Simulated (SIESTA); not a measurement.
Crystal: In.

```xyz
1
Lattice="-1.8825 1.8825 1.8825 1.8825 -1.8825 1.8825 1.8825 1.8825 -1.8825" Properties=species:S:1:pos:R:3 pbc="T T T"
In    0.0000    0.0000    0.0000
```

This isn't the form of In at room conditions, which is tetragonal.

| Quantity | Value |
| --- | --- |
| Program | SIESTA 5.4.2 |
| Task | single point |
| Functional | PBEsol |
| Potentials or basis | PseudoDojo 0.4 standard (PBEsol files) |
| Basis | DZP (energy shift 0.003 Ry; two zetas on semicore shells) |
| Grid cutoff | 500 Ry |
| Energy shift | 0.003 Ry |
| k mesh | 10 × 10 × 10 |
| Occupations | fermi-dirac, width 0.05 eV |
| Spin | no spin polarisation |

On this cell: pressure -1.3 GPa; band gap on the k mesh none (metal or under the smearing width).

The same run follows on a disturbed copy (cell strained at random at fixed volume):

```
CELL_PARAMETERS angstrom
-1.86975 1.85713 1.91387
1.83353 -1.91280 1.93333
1.85852 1.90157 -1.96954
ATOMIC_POSITIONS crystal
In 0.99990 0.99783 0.00147
```

Q: What does the disturbed cell give?

A: The energy (extrapolated to zero smearing) moves by +1.6 meV/atom; pressure -1.2 GPa; band gap on the k mesh none (metal or under the smearing width).

Stress tensor (GPa, compression positive):
```
-0.75 -0.11  0.21
-0.11 -1.39  0.45
 0.21  0.45 -1.46
```

Caveats: the basis of atomic orbitals isn't converged, which shifts pressures, moduli and gaps.
